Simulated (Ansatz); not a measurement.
## Ge

```
Ge
1.0
    -1.68520    1.68520    1.68520
     1.68520   -1.68520    1.68520
     1.68520    1.68520   -1.68520
Ge
1
Cartesian
  0.0000 0.0000 0.0000
```

The structure comes from a relaxation in the same program, started in the bcc type, and has space group Im-3m. Whether it is a known phase or the ground state wasn't checked.

These are results of DFT, PBE, all-electron LAPW, scalar-relativistic (Ansatz 0.2.0), not measurements.

The runs use a Γ-centred 20×20×20 k mesh, Fermi–Dirac smearing of 0.03 eV, basis error target 0.25 meV/atom, no spin polarisation.

| Item | Value |
| --- | --- |
| Pressure at this cell | 0.3 kbar |
| Volume per atom | 19.14 Å³ |

Problem. Give the computed value. Band gap.

Solution. none: bands cross the Fermi level, a metal.

Problem. Density of states at the Fermi level (0.2 eV bin): what does the calculation give?

Solution. 0.51 states/eV per cell.
